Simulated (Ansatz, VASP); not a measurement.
## One calculation of Mg, two programs

The input INCAR:

```
  PREC = Accurate
  ENCUT = 600
  EDIFF = 1E-7
  ISMEAR = -1
  SIGMA = 0.08
  LREAL = F
  LASPH = T
  NELM = 100
  ALGO = Fast
  ISIF = 3
  LWAVE = F
  LCHARG = F
  GGA = PE
  IBRION = 2
  NSW = 100
  EDIFFG = -0.005
```

KPOINTS

```
Automatic mesh
0
Gamma
  9 9 9
```

Contents of POSCAR:

```
Mg
1.0
    0.0000000000      3.2195088072      3.2195088072
    3.2195088072      0.0000000000      3.2195088072
    3.2195088072      3.2195088072      0.0000000000
Mg
2
Direct
    0.0000000000      0.0000000000      0.0000000000
    0.2500000000      0.2500000000      0.2500000000
```

Input for Ansatz:

```yaml
crystal:
  lattice:
    - [0.0, 3.2195088072, 3.2195088072]
    - [3.2195088072, 0.0, 3.2195088072]
    - [3.2195088072, 3.2195088072, 0.0]
  atoms:
    - { symbol: Mg, position: [0.0, 0.0, 0.0] }
    - { symbol: Mg, position: [0.25, 0.25, 0.25] }
kpoints:
  mp_grid: { grid: [9, 9, 9] }
scf:
  occupations: { method: fermi_dirac, width: 0.08 }
hamiltonian:
  xc: pbe
  pseudopotentials: { kind: paw }
output:
  forces: true
  stress: true
relax:
  f_tol: 0.005
  max_steps: 80
  cell: {}
```

Alike in both runs: task relaxation of cell and atoms; functional PBE; k mesh 9 × 9 × 9; occupations fermi-dirac, width 0.08 eV; no spin polarisation.

|  | VASP | Ansatz |
| --- | --- | --- |
| version | VASP 6.6.1 | Ansatz 0.2.0 |
| potentials or method | VASP PAW PBE potentials, release 64 (Mg) | PAW with Ansatz's default frozen-core files, scalar-relativistic |
| plane-wave cutoff (eV) | 600 | 420 |
| valence electrons in the cell | 4 | 20 |

```csv
,VASP,Ansatz,Ansatz less VASP
relaxed volume (Å³/atom),40.41,40.27,-0.148
relaxed cell length with the largest relative difference (Å),4.853,4.847,-0.0059
energy change over the relaxation (meV/atom),-57,-57,-0.7
```

The two sets of potentials don't hold the same shells in valence.

Caveats: the volume moved by over 15 % at a fixed basis, so the end points are rough.
